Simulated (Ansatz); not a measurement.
PbS in the rocksalt structure

Method: PBE, scalar-relativistic; no spin polarisation; PAW, 420 eV, Γ-centred 10×10×10 mesh, 0.05 eV Gaussian smearing; code Ansatz; PAW files: Ansatz's generated set soft_2.

```xyz
2
Lattice="0.0000 3.0045 3.0045 3.0045 0.0000 3.0045 3.0045 3.0045 0.0000" Properties=species:S:1:pos:R:3 pbc="T T T"
Pb    3.0045    3.0045    3.0045
S     0.0000    0.0000    0.0000
```

The start was a prototype's sites filled with these elements; the Crystallography Open Database holds the compound in this structure.

The cell has space group Fm-3m (read at 0.01 Å). In it the stress is 0.00, 0.00, 0.00, 0.00, 0.00, 0.00 GPa and the largest force component 0.000 eV/Å. Each change below starts from this cell, without further relaxation. Stress is in GPa, positive in compression, in the order xx, yy, zz, yz, xz, xy; energies are counted from the cell above.

Problem. One atom was moved along a Cartesian axis, and these forces appeared. Which atom, and about how far?
| atom | Fx (eV/Å) | Fy | Fz |
| --- | --- | --- | --- |
| Pb1 | 0.000 | -0.129 | 0.000 |
| S2 | 0.000 | 0.129 | 0.000 |

Solution. Atom 1 (Pb) is moved by 0.20 Å along y; the energy changes by 8.2 meV per cell. Moving the other atom the opposite way is the same thing.

Problem. One atom was moved along a Cartesian axis, and these forces appeared. Which atom, and about how far?
```tsv
atom	Fx (eV/Å)	Fy	Fz
Pb1	0.000	0.000	0.042
S2	0.000	0.000	-0.042
```

Solution. Atom 2 (S) is moved by 0.12 Å along z; the energy changes by 1.9 meV per cell. Moving the other atom the opposite way is the same thing.

Problem. What stress follows from an engineering strain of -2 % in xx, atoms carried along?

Solution. 2.84, 0.34, 0.34, 0.00, 0.00, 0.00 GPa; the energy changes by 9.2 meV per cell. The gap on the mesh goes from 0.49 eV to 0.41 eV.
The change of the stress over the strain gives a clamped-atom stiffness of about 142 GPa for this component, a secant value that lies under the elastic constant in tension and over it in compression, by several per cent for each per cent of strain.
In a harmonic crystal the energy would rise by V(½Cε² − σ₀ε), with σ₀ the stress of the unstrained cell, = 9.6 meV, close to the run's value; the rest has the sign of the anharmonic part, which a secant stiffness overstates.

Problem. What stress follows from an engineering strain of -1 % in yz, atoms carried along?

Solution. -0.01, 0.00, 0.00, 0.20, 0.00, 0.00 GPa; the energy changes by 0.3 meV per cell. The gap on the mesh goes from 0.49 eV to 0.45 eV.
The change of the stress over the strain gives a clamped-atom stiffness of about 20 GPa for this component.

Problem. All atoms and the cell are disturbed at random:
```
CELL_PARAMETERS angstrom
0.01281 2.99700 3.00107
2.98011 0.00712 3.00676
2.96888 2.99146 0.01835
ATOMIC_POSITIONS crystal
Pb 0.50373 0.50892 0.50793
S 0.99627 0.99108 0.99207
```
Give the energy change, the stress and the forces.

Solution. 9.7 meV per cell; stress 2.21, 1.09, 0.97, -0.02, -0.07, 0.06 GPa. The gap on the mesh goes from 0.49 eV to 0.48 eV.
```tsv
atom	Fx (eV/Å)	Fy	Fz
Pb1	-0.070	-0.033	-0.031
S2	0.070	0.033	0.031
```

Problem. All atoms and the cell are disturbed at random:
```xyz
2
Lattice="-0.0125 3.0291 2.9434 3.0334 -0.0314 2.9623 3.0147 3.0292 -0.0127" Properties=species:S:1:pos:R:3 pbc="T T T"
Pb    2.9680    2.9329    2.9030
S     0.0498    0.0805    0.0435
```
Give the energy change, the stress and the forces.

Solution. 15.0 meV per cell; stress -0.57, -0.52, 1.97, 0.34, 0.04, 0.35 GPa. The gap on the mesh goes from 0.49 eV to 0.57 eV.
```tsv
atom	Fx (eV/Å)	Fy	Fz
Pb1	0.033	0.047	0.081
S2	-0.033	-0.047	-0.081
```

Spin–orbit coupling, which matters for such heavy elements, is left out. The relaxed cell is 4 % larger in volume than the cell of this structure in the Crystallography Open Database (25.98 Å³/atom, 1987).

The polar displacement of the two sublattices is soft but strongly anharmonic: going from 0.12 to 0.20 Å, the restoring force rises from 0.042 to 0.129 eV/Å, much faster than linearly. This is the signature of the low transverse optical mode of the lead chalcogenides, where Pb 6p–S 3p mixing favours off-centring and short-range repulsion opposes it. The energy still rises for both displacements, so they show no ferroelectric instability. Because the mode softens as the lattice expands, the oversized cell probably exaggerates its softness.

The elastic response is highly anisotropic, about 142 GPa along a cube axis against 20 GPa in shear, since axial strain compresses the Pb–S contacts directly while shear mainly bends the angles between them. Axial compression also narrows the gap, as expected for a valence edge at L with antibonding Pb 6s–S 3p character, which rises as the contacts shorten. The narrowing under shear has a different likely origin, the splitting of the equivalent L valleys.
